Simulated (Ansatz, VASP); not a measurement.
Re in VASP and in Ansatz

```xyz
2
Lattice="2.6201 0.0000 0.0000 -1.3101 2.2691 0.0000 0.0000 0.0000 4.1896" Properties=species:S:1:pos:R:3 pbc="T T T"
Re    0.0000    1.5127    1.0474
Re    1.3101    0.7564    3.1422
```

Change from the starting cell: volume scaled by 1.02, PAW files.

Alike in both runs: task electric field gradients; functional PBE; k mesh 18 × 18 × 10; occupations fermi-dirac, width 0.05 eV; no spin polarisation.

|  | VASP | Ansatz |
| --- | --- | --- |
| version | VASP 6.6.1 | Ansatz 0.2.0 |
| potentials or method | VASP PAW PBE potentials, release 64 (Re) | PAW with Ansatz's default frozen-core files, scalar-relativistic |
| plane-wave cutoff (eV) | 520 | 420 |
| valence electrons in the cell | 14 | 30 |

|  | VASP | Ansatz | Ansatz less VASP |
| --- | --- | --- | --- |
| pressure (GPa) | 101.0 | 99.1 | -1.88 |
| largest component of the traceless stress (GPa) | 5.44 | 5.59 | +0.154 |
| Vzz of the field gradient on the site that differs most (V/Å²) | -107.2 | -88.2 | +18.98 |

With one functional, cell and mesh, what is left measures potentials, basis and numerics. The two sets of potentials don't hold the same shells in valence. Ansatz warned: «gradients_without_spin_orbit».

Caveats: the cell as given lies far from equilibrium; so large a pressure means that the cell lies far from this level's equilibrium, or that cutoff or potentials fall short (VASP). The runs have no spin-orbit coupling, so splittings on Re are missing.
